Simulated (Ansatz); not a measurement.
AlNi2: how the energy converges with the cutoff

AlNi2, P1, a = 3.884 Å, b = 3.904 Å, c = 4.801 Å, α, β, γ = 91.4°, 88.8°, 119.7°. Ansatz: r2SCAN, PAW, cutoff varied, Γ-centred 8×8×6 mesh on 6 atoms, Gaussian smearing 0.10 eV; no spin polarisation. Single points at one geometry with displaced atoms, the cutoff alone changed; ΔE is the energy at zero smearing over the run at 600 eV. The runs up to 350 eV lie under the cutoff recommended for these PAW datasets.

```
cutoff (eV)  ΔE (meV/atom)
        200              ?
        250        1608.57
        300         192.81
        350          16.96
        500           1.01
```

Question: Assume ΔE falls exponentially with the cutoff, fit y = ln ΔE against x, the cutoff in eV, to the other rows, and predict the missing value.

Answer: y = 7.383, 5.262, 2.831, 0.010. Means x = 350.0, y = 3.8715; Σ(Δx)² = 35000, ΣΔxΔy = -999.9; the slope is their ratio. y = 13.87 − 0.02857 x, a factor of ten per 81 eV. At 200 eV this gives ΔE = 3484.22 meV/atom. The run gave 10188.95, a ratio of 0.34. Between neighbouring rows the decay runs from a factor of ten per 47 eV to one per 122 eV, so one exponential is only a rough guide. The fast fall gives way to a slow tail, so a fit to low cutoffs promises convergence too early.

Cost: 6 runs of about 9.4 core-minutes in all, on Intel Xeon Platinum 8259CL (Skylake/Cascade Lake) (shared hosts).